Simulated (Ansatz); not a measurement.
Runs of Ansatz 0.2.0 on TiO2 (Anatase). Symmetry: I4_1/amd, No. 141, tetragonal system. Conventional cell: a = 3.784 Å, b = 3.784 Å, c = 9.515 Å, α = 90.00°, β = 90.00°, γ = 90.00°. Around Ti (site symmetry -4m2) lie 6 O at 1.93 to 1.98 Å. O (site symmetry 2mm) is surrounded by 3 Ti at 1.93 to 1.98 Å. 

| task | level | cell | cutoff (eV) | points for each segment of the path | gap on the mesh (eV) | pressure (GPa) | relaxed volume (Å³/atom) | largest force (eV/Å) |
| --- | --- | --- | --- | --- | --- | --- | --- | --- |
| band structure | r2SCAN | as given | 500 | 14 | (a) | 0.5 | - | 0.01 |
| band structure | RPBE | as given | 420 | 14 | 2.18 | 9.8 | - | 0.17 |
| band structure | revPBE | as given | 420 | 14 | 2.17 | 8.6 | - | (b) |
| relaxation of cell and atoms | RPBE | relaxed | 420 | - | 2.15 | 0.0 | 11.94 | - |
| relaxation of cell and atoms | BLYP | relaxed | 420 | - | 2.11 | 0.0 | 11.96 | - |

Alike in all rows: potentials or basis Ansatz PAW; no spin polarisation; k mesh 10 × 10 × 10; smearing fermi-dirac 0.05 eV.

Task: Fill in the values left out.

Result: (a) 2.52; (b) 0.15.

Caveats: the PAW data sets come from PBE, with cores solved anew for the run's functional, which leaves a small shift of forces and pressure; the plane-wave basis is chosen anew once the cell has moved, so the energies of steps on either side of that aren't comparable (some runs).

A k mesh can miss the band edges.

Runs at the PBE level aren't shown here.
